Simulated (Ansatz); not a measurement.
Cu Kα1 powder pattern (kinematic, no thermal factors).
| 2θ (°) | relative intensity | assignment |
| --- | --- | --- |
| 49.99 | 100 | 1 1 1 |
| 58.40 | 47 | 2 0 0 |
| 87.26 | 34 | 2 2 0 |

The pattern is computed from a structure relaxed with Ansatz, DFT PBE, scalar-relativistic, plane waves, PAW. No spin polarisation. Its elements are Be.

Task: Give the structure.

Result: Be.
Space group Fm-3m (No. 225). a = 3.158 Å, b = 3.158 Å, c = 3.158 Å, α = 90.00°, β = 90.00°, γ = 90.00°
```
atom  site  symmetry       x       y       z
  Be    4b      m-3m  0.0000  0.5000  0.0000
```

A pattern alone doesn't exclude other cells with like lines; this is the one computed.

The cell was found from a structure generator's guess, not taken from experiment.
